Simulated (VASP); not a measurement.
# LiSe6 (P6/mmm) in VASP: further runs

The runs below take LiSe6 through relaxation of cell and atoms, single point, with PBE+D3(BJ).

Everything below comes from runs of VASP 6.6.1. Logs are shortened: lines on timing, memory, paths and dates and some standing lists are left out, and cuts for length are marked.

**1. The crystal as given**

The structure is hexagonal, space group P6/mmm (No. 191). Conventional cell: a = 6.717 Å, b = 6.717 Å, c = 2.200 Å, α = 90.00°, β = 90.00°, γ = 120.00°. Li (site symmetry 6/mmm) has 2 Li at 2.20 Å and 12 Se at 2.49 Å as nearest neighbours. Around Se (site symmetry m2m) lie 5 Se at 2.20 to 2.24 Å and 2 Li at 2.49 Å.

The cell was built by a generator and needn't be a form met in nature.

**2. Relaxation of cell and atoms, PBE+D3(BJ)**

The input, INCAR:

```
SYSTEM = LiSe6
ALGO     = Normal         ! electronic algorithm
EDIFF    = 1E-6           ! SCF threshold, eV
EDIFFG   = -0.04          ! ionic threshold
ENCUT    = 600            ! plane-wave cutoff, eV
GGA      = PE             ! functional
IBRION   = 2              ! ionic algorithm
ISIF     = 3              ! what is computed and relaxed
ISMEAR   = 0              ! smearing method
IVDW     = 12             ! dispersion correction
LASPH    = .True.         ! aspherical terms in the spheres
LCHARG   = .False.        ! write CHGCAR
LREAL    = .False.        ! projectors in reciprocal space
LWAVE    = .False.        ! write WAVECAR
NELM     = 100            ! most SCF steps
NSW      = 90             ! ionic steps
PREC     = Accurate       ! precision mode
SIGMA    = 0.1            ! smearing width, eV
```

The input, KPOINTS:

```
k-points
0
Gamma
  3 3 8
  0 0 0
```

The input, POSCAR:

```
LiSe6
1.0
    6.7167599800      0.0000000000      0.0000000000
   -3.3583799900      5.8168847700      0.0000000000
    0.0000000000      0.0000000000      2.2000000000
Li Se
1 6
Direct
    0.0000000000      0.0000000000      0.5000000000
    0.3333333300      0.3333333300      0.0000000000
    0.0000000000      0.6666666700      0.0000000000
    0.6666666700      0.0000000000      0.0000000000
    0.0000000000      0.3333333300      0.0000000000
    0.6666666700      0.6666666700      0.0000000000
    0.3333333300      0.0000000000      0.0000000000
```

Potentials or basis: VASP PAW PBE potentials, release 64 (Li_sv, Se).

On the command line:

```
$ cat potpaw_PBE.64/Li_sv/POTCAR potpaw_PBE.64/Se/POTCAR > POTCAR
$ mpirun -np 1 vasp_std > vasp.out
```

OUTCAR:

```text
SYSTEM = LiSe6
   EDIFF = 1E-6
   EDIFFG = -0.04
   ENCUT = 600
   GGA = PE
   IBRION = 2
   ISIF = 3
   ISMEAR = 0
   IVDW = 12
   LASPH = .True.
   LREAL = .False.
   NELM = 100
   NSW = 90
   PREC = Accurate
 IVDW          = 12

 ion  position               nearest neighbor table
   1  0.000  0.000  0.500-   2 2.49   3 2.49   5 2.49   6 2.49   2 2.49   3 2.49   5 2.49   6 2.49
                             4 2.49   4 2.49   7 2.49   7 2.49
   2  0.333  0.333  0.000-   7 2.24   5 2.24   6 2.24   1 2.49   1 2.49
   3  0.000  0.667  0.000-   7 2.24   6 2.24   5 2.24   1 2.49   1 2.49
   4  0.667  0.000  0.000-   5 2.24   6 2.24   7 2.24   1 2.49   1 2.49
   5  0.000  0.333  0.000-   4 2.24   2 2.24   3 2.24   1 2.49   1 2.49
   6  0.667  0.667  0.000-   4 2.24   3 2.24   2 2.24   1 2.49   1 2.49
   7  0.333  0.000  0.000-   2 2.24   3 2.24   4 2.24   1 2.49   1 2.49

  LATTYP: Found a hexagonal cell.
 ALAT       =     6.7167599800
 C/A-ratio  =     0.3275388739

  Lattice vectors:

 A1 = (   6.7167599800,   0.0000000000,   0.0000000000)
 A2 = (  -3.3583799900,   5.8168847700,   0.0000000000)
 A3 = (   0.0000000000,   0.0000000000,   2.2000000000)

Analysis of symmetry for initial positions (statically):
=====================================================================
 Subroutine PRICEL returns:
 Original cell was already a primitive cell.

 Routine SETGRP: Setting up the symmetry group for a
 hexagonal supercell.

 Subroutine GETGRP returns: Found 24 space group operations
 (whereof 24 operations were pure point group operations)
 out of a pool of 24 trial point group operations.

The static configuration has the point symmetry D_6h.

Analysis of symmetry for dynamics (positions and initial velocities):
=====================================================================
 Subroutine PRICEL returns:
 Original cell was already a primitive cell.

 Routine SETGRP: Setting up the symmetry group for a
 hexagonal supercell.

 Subroutine GETGRP returns: Found 24 space group operations
 (whereof 24 operations were pure point group operations)
 out of a pool of 24 trial point group operations.

The dynamic configuration has the point symmetry D_6h.

 Subroutine INISYM returns: Found 24 space group operations
 (whereof 24 operations are pure point group operations),
 and found     1 'primitive' translations

----------------------------------------------------------------------------------------

                                     Primitive cell

  volume of cell :      85.9554

  direct lattice vectors                    reciprocal lattice vectors
     6.716759980  0.000000000  0.000000000     0.148881306  0.085956662  0.000000000
    -3.358379990  5.816884770  0.000000000     0.000000000  0.171913325  0.000000000
     0.000000000  0.000000000  2.200000000     0.000000000  0.000000000  0.454545455

  length of vectors
     6.716759980  6.716759977  2.200000000     0.171913325  0.171913325  0.454545455

  position of ions in fractional coordinates (direct lattice)
     0.000000000  0.000000000  0.500000000
     0.333333330  0.333333330  0.000000000
     0.000000000  0.666666670  0.000000000
     0.666666670  0.000000000  0.000000000
     0.000000000  0.333333330  0.000000000
     0.666666670  0.666666670  0.000000000
     0.333333330  0.000000000  0.000000000

  ion indices of the primitive-cell ions
   primitive index   ion index
                 1           1
                 2           2
                 3           3
                 4           4
                 5           5
                 6           6
                 7           7

----------------------------------------------------------------------------------------

 KPOINTS: k-points

Automatic generation of k-mesh.
 Grid dimensions read from file:
 generate k-points for:    3    3    8

 Generating k-lattice:

  Cartesian coordinates                     Fractional coordinates (reciprocal lattice)
     0.049627102  0.028652221  0.000000000     0.333333333  0.000000000  0.000000000
     0.000000000  0.057304442  0.000000000     0.000000000  0.333333333  0.000000000
     0.000000000  0.000000000  0.056818182     0.000000000  0.000000000  0.125000000

  Length of vectors
     0.057304442  0.057304442  0.056818182

  Shift w.r.t. Gamma in fractional coordinates (k-lattice)
     0.000000000  0.000000000  0.000000000

 Subroutine IBZKPT returns following result:
 ===========================================

 Found     15 irreducible k-points:

 Following reciprocal coordinates:
            Coordinates               Weight
  0.000000  0.000000  0.000000      1.000000
  0.333333  0.000000  0.000000      6.000000
  0.333333  0.333333  0.000000      2.000000
  0.000000  0.000000  0.125000      2.000000
  0.333333  0.000000  0.125000     12.000000
  0.333333  0.333333  0.125000      4.000000
  0.000000  0.000000  0.250000      2.000000
  0.333333  0.000000  0.250000     12.000000
  0.333333  0.333333  0.250000      4.000000
  0.000000  0.000000  0.375000      2.000000
  0.333333  0.000000  0.375000     12.000000
  0.333333  0.333333  0.375000      4.000000
  0.000000  0.000000  0.500000      1.000000
  0.333333  0.000000  0.500000      6.000000
  0.333333  0.333333  0.500000      2.000000
   k-points           NKPTS =     15   k-points in BZ     NKDIM =     15   number of bands    NBANDS=     23
   number of dos      NEDOS =    301   number of ions     NIONS =      7
   total plane-waves  NPLWV =  52488
   dimension x,y,z NGX =    54 NGY =   54 NGZ =   18
   dimension x,y,z NGXF=   108 NGYF=  108 NGZF=   36
   ions per type =               1   6
   NGX,Y,Z   is equivalent  to a cutoff of  13.37, 13.37, 13.60 a.u.
   NGXF,Y,Z  is equivalent  to a cutoff of  26.73, 26.73, 27.20 a.u.
 SYSTEM =  LiSe6
   PREC   = accura    normal or accurate (medium, high low for compatibility)
   ISTART =      0    job   : 0-new  1-cont  2-samecut
   ICHARG =      2    charge: 1-file 2-atom 10-const
   ISPIN  =      1    spin polarized calculation?
   LNONCOLLINEAR =      F non collinear calculations
   LSORBIT =      F    spin-orbit coupling
   LASPH  =      T    aspherical Exc in radial PAW
   ENCUT  =  600.0 eV  44.10 Ry    6.64 a.u.  13.42 13.42  4.39*2*pi/ulx,y,z
   NELM   =    100;   NELMIN=  2; NELMDL= -5     # of ELM steps
   EDIFF  = 0.1E-05   stopping-criterion for ELM
   LREAL  =      F    real-space projection
   EDIFFG = -.4E-01   stopping-criterion for IOM
   NSW    =     90    number of steps for IOM
   IBRION =      2    ionic relax: 0-MD 1-quasi-New 2-CG
   NFREE  =      1    steps in history (QN), initial steepest desc. (CG)
   ISIF   =      3    stress and relaxation
   ISYM   =      2    0-nonsym 1-usesym 2-fastsym
   POTIM  = 0.5000    time-step for ionic-motion
   TEBEG  =    0.0;   TEEND  =   0.0 temperature during run
   PSTRESS=    0.0 pullay stress
   NELECT =      39.0000    total number of electrons
   NUPDOWN=      -1.0000    fix difference up-down
   EMIN   =  10.00;   EMAX   =-10.00  energy-range for DOS
   EFERMI =   0.00;   METHOD = LEGACY
   ISMEAR =     0;   SIGMA  =   0.10  broadening in eV -4-tet -1-fermi 0-gaus
   EFERMI_NEDOS =   21; number of points for ismear=-14 and -15
   IALGO  =     38    algorithm
   IMIX   =      4    mixing-type and parameters
     AMIX     =   0.40;   BMIX     =  1.00
     AMIX_MAG =   1.60;   BMIX_MAG =  1.00
  volume/ion in A,a.u.               =      12.28        82.87
  Fermi-wavevector in a.u.,A,eV,Ry     =   1.257975  2.377228 21.531238  1.582501
  Thomas-Fermi vector in A             =   2.391608
   LORBIT       =      0    0 simple, 1 ext, 2 COOP (PROOUT), +10 PAW based schemes
   GGA     = PE    functional components
   LHFCALC =     F    Hartree Fock is set to
   AEXX    =    0.0000 exact exchange contribution
   IVDW    =    12    specifies the selected vdW correction
   LEPSILON=     F    determine dielectric tensor
   LRPA    =     F    only Hartree local field effects (RPA)
 conjugate gradient relaxation of ions
 non-spin polarized calculation
 Gauss-broadening in eV      SIGMA  =   0.10
  energy-cutoff  :      600.00
  volume of cell :       85.96
 maximum number of plane-waves:      2912
 NGX is ok and might be reduce to    54
   NGX = 27   NGY = 27   NGZ =  9

--------------------------------------- Ionic step        1  -------------------------------------------

 number of electron      39.0000005 magnetization

 Free energy of the ion-electron system (eV)
  ---------------------------------------------------
  ext. energy  EPLUGINS =         0.00000000
  ---------------------------------------------------
  free energy    TOTEN  =         0.08393923 eV

  energy without entropy =        0.09946866  energy(sigma->0) =        0.09170394

 E-fermi :  12.5719     XC(G=0): -12.1504

 val. band max:       12.5619911773   @ k =   0.3333   0.0000   0.5000
 cond. band min:      12.6988584518   @ k =   0.3333   0.0000   0.5000
 fundamental gap:      0.1368672745
 Fermi energy:        12.5719413222

 k-point     1 :       0.0000    0.0000    0.0000
  band No.  band energies     occupation
      1     -35.4733      2.00000
      2     -10.9602      2.00000
      3      -8.2434      2.00000
      4      -8.2434      2.00000
      5      -7.9453      2.00000
      6      -7.9453      2.00000
[... 421 lines left out ...]
  energy  without entropy=       -4.3476853181  energy(sigma->0) =       -4.35545003

--------------------------------------- Ionic step        2  -------------------------------------------

 number of electron      38.9999991 magnetization

 E-fermi :  -0.7856     XC(G=0):  -6.8522

 val. band max:       -0.7977626913   @ k =   0.3333   0.0000   0.0000
 cond. band min:      -0.7643123381   @ k =   0.3333   0.3333   0.1250
 fundamental gap:      0.0334503532
 Fermi energy:        -0.7856378887

 k-point     1 :       0.0000    0.0000    0.0000
  band No.  band energies     occupation
      1     -49.7427      2.00000
      2     -13.4373      2.00000
      3     -12.9750      2.00000
      4     -12.9750      2.00000
      5     -12.7744      2.00000
      6     -12.7744      2.00000
[... 462 lines left out ...]
  FREE ENERGIE OF THE ION-ELECTRON SYSTEM (eV)
  ---------------------------------------------------
  free  energy   TOTEN  =       -23.9653872818 eV

  energy  without entropy=      -23.9433717763  energy(sigma->0) =      -23.95437953

[... ionic steps 4 to 10 ...]

--------------------------------------- Ionic step       11  -------------------------------------------

 number of electron      39.0000017 magnetization

------------------------ aborting loop because EDIFF is reached ----------------------------------------

 Edisp (eV)   -2.19797

 E8    (eV) :    -0.8964
[... 79 lines left out ...]
  energy  without entropy=      -24.4958496314  energy(sigma->0) =      -24.50409643

--------------------------------------- Ionic step       13  -------------------------------------------

 number of electron      39.0000020 magnetization

 Free energy of the ion-electron system (eV)
  ---------------------------------------------------
  ext. energy  EPLUGINS =         0.00000000
  ---------------------------------------------------
  free energy    TOTEN  =       -22.31629785 eV

  energy without entropy =      -22.30070805  energy(sigma->0) =      -22.30850295

 E-fermi :   3.5015     XC(G=0):  -8.9570

 val. band max:        3.4805934050   @ k =   0.3333   0.0000   0.2500
 cond. band min:       3.5313634853   @ k =   0.3333   0.3333   0.3750
 fundamental gap:      0.0507700803
 Fermi energy:         3.5014871607

 k-point     1 :       0.0000    0.0000    0.0000
  band No.  band energies     occupation
      1     -44.0597      2.00000
      2     -12.3874      2.00000
      3     -11.3332      2.00000
      4     -11.3332      2.00000
      5     -10.9892      2.00000
      6     -10.9892      2.00000
[... 417 lines left out ...]
  FREE ENERGIE OF THE ION-ELECTRON SYSTEM (eV)
  ---------------------------------------------------
  free  energy   TOTEN  =       -24.5171933113 eV

  energy  without entropy=      -24.5016035089  energy(sigma->0) =      -24.50939841

 reached required accuracy - stopping structural energy minimisation
```

It took 4.8 min on 1 thread of Intel Xeon Platinum 8488C (Sapphire Rapids), shared host; peak memory 0.24 GiB.

What came out:

```yaml
Free_energy: -24.5172 eV
Relaxed_volume: 24.01 Å³/atom
Relaxed_cell: a = 8.551 Å, b = 8.551 Å, c = 2.654 Å, α = 90.00°, β = 90.00°, γ = 120.00°
Space_group_after_relaxing_to_0.05_Å: P6/mmm (No. 191)
Energy_gained_by_relaxing: 2879.1 meV/atom
Ionic_steps: 13
Pressure_after_relaxing: 0.2 GPa
Largest_force_after_relaxing: 0.010 eV/Å
Dispersion_energy_per_atom: -0.314 eV
```

Forces in eV/Å, atoms in the order of the input:
```
Li   0.000  0.000  0.000
Se  -0.005 -0.008  0.000
Se  -0.005  0.008  0.000
Se   0.010  0.000  0.000
Se   0.005 -0.008  0.000
Se   0.005  0.008  0.000
Se  -0.010  0.000  0.000
```

The path:
```
step  energy change (eV)  largest force (eV/Å)  pressure (GPa)  volume (Å³)
   1              0.0000                1.1786          136.54        85.96
   2            -13.6908                0.0877           -8.41       292.60
   3            -19.6022                0.3943           -0.13       166.38
   4            -19.6045                0.4022            0.53       164.42
   5            -20.0207                0.3048           -0.23       166.50
   6            -19.4341                0.2521            2.48       169.74
   7            -20.0935                0.2799            0.14       167.64
   8            -20.0971                0.2901            0.02       167.44
   9            -20.1206                0.2269           -0.06       167.65
  10            -20.1492                0.0629           -0.12       168.13
  11            -20.1506                0.0164           -0.10       168.26
  12            -20.1491                0.0149            0.56       167.83
  13            -20.1540                0.0098            0.18       168.07
```

Final structure:
```cif
data_structure
_symmetry_space_group_name_H-M 'P 1'
_symmetry_Int_Tables_number 1
_cell_length_a 8.5514
_cell_length_b 8.5514
_cell_length_c 2.6539
_cell_angle_alpha 90.000
_cell_angle_beta 90.000
_cell_angle_gamma 120.000
_cell_volume 168.07
loop_
_atom_site_label
_atom_site_type_symbol
_atom_site_fract_x
_atom_site_fract_y
_atom_site_fract_z
_atom_site_occupancy
Li1 Li 0.00000 0.00000 0.50000 1
Se1 Se 0.32801 0.32801 0.00000 1
Se2 Se 0.00000 0.67199 0.00000 1
Se3 Se 0.67199 0.00000 0.00000 1
Se4 Se 0.00000 0.32801 0.00000 1
Se5 Se 0.67199 0.67199 0.00000 1
Se6 Se 0.32801 0.00000 0.00000 1
```

Caveat: the k mesh is coarse (spacing up to 0.36 Å⁻¹), so the values aren't converged; the cutoff is under 1.25 times the usual one of these potentials, so pressure, stress and relaxed cells hold a basis-set (Pulay) error; the volume moved by over 15 % at a fixed basis, so the end points are rough; the bands computed are all filled at some k points, so no gap is given.

**3. Single point, PBE+D3(BJ)**

This run uses another cell than the first one, of 24.42 Å³/atom, 1.989 times its volume.

The input, INCAR:

```
ALGO     = Fast           # electronic algorithm
EDIFF    = 1E-7           # SCF threshold, eV
ENCUT    = 520            # plane-wave cutoff, eV
GGA      = PE             # functional
ISIF     = 2              # what is computed and relaxed
ISMEAR   = 0              # smearing method
IVDW     = 12             # dispersion correction
LASPH    = True           # aspherical terms in the spheres
LCHARG   = True           # write CHGCAR
LELF     = True           # ELF
LREAL    = False          # projectors in reciprocal space
LVHAR    = True         
LWAVE    = False          # write WAVECAR
NBANDS   = 28             # bands
NELM     = 100            # most SCF steps
PREC     = Accurate       # precision mode
SIGMA    = 0.1            # smearing width, eV
```

The input, KPOINTS:

```
k-points
0
Gamma
  6 6 14
```

The input, POSCAR:

```
LiSe6
1.0
    8.6409339191      0.0000000000      0.0000000000
   -4.3204669596      7.4832682864      0.0000000000
    0.0000000000      0.0000000000      2.6440358951
Li Se
1 6
Direct
    0.0000000000      0.0000000000      0.5000000000
    0.3240178591      0.3240178591      0.0000000000
    0.0000000000      0.6759821409      0.0000000000
    0.6759821409      0.0000000000      0.0000000000
    0.0000000000      0.3240178591      0.0000000000
    0.6759821409      0.6759821409      0.0000000000
    0.3240178591      0.0000000000      0.0000000000
```

Potentials or basis: VASP PAW PBE potentials, release 64 (Li_sv, Se).

On the command line:

```
$ cat potpaw_PBE.64/Li_sv/POTCAR potpaw_PBE.64/Se/POTCAR > POTCAR
$ mpirun -np 1 vasp_std > vasp.out
```

It took 4.9 min on 1 thread of Intel Xeon Platinum 8259CL at 2.50GHz (Skylake/Cascade Lake), shared host; peak memory 0.41 GiB.

The run converged. Its results:

| Property | Result |
| --- | --- |
| Free energy | -24.3580 eV |
| Band gap on the k mesh | none (metal or under the smearing width) |
| Dispersion energy per atom | -0.309 eV |

Levels at points of the mesh, in eV from the Fermi level:
```csv
k point,band 17,band 18,band 19,band 20,band 21,band 22
"(0.00, 0.00, 0.00)",-1.53,0.58,1.21,2.03,3.49,3.87
"(0.50, 0.00, 0.00)",-0.63,-0.61,0.41,3.34,3.67,3.81
"(0.00, 0.00, 0.50)",-2.65,-0.76,-0.76,-0.12,-0.12,1.07
"(0.50, 0.00, 0.50)",-2.12,-2.02,-1.93,0.30,1.10,1.11
```

Caveat: the cutoff is under 1.25 times the usual one of these potentials, so pressure, stress and relaxed cells hold a basis-set (Pulay) error; pairwise dispersion overbinds metals, which lowers pressure and volume.
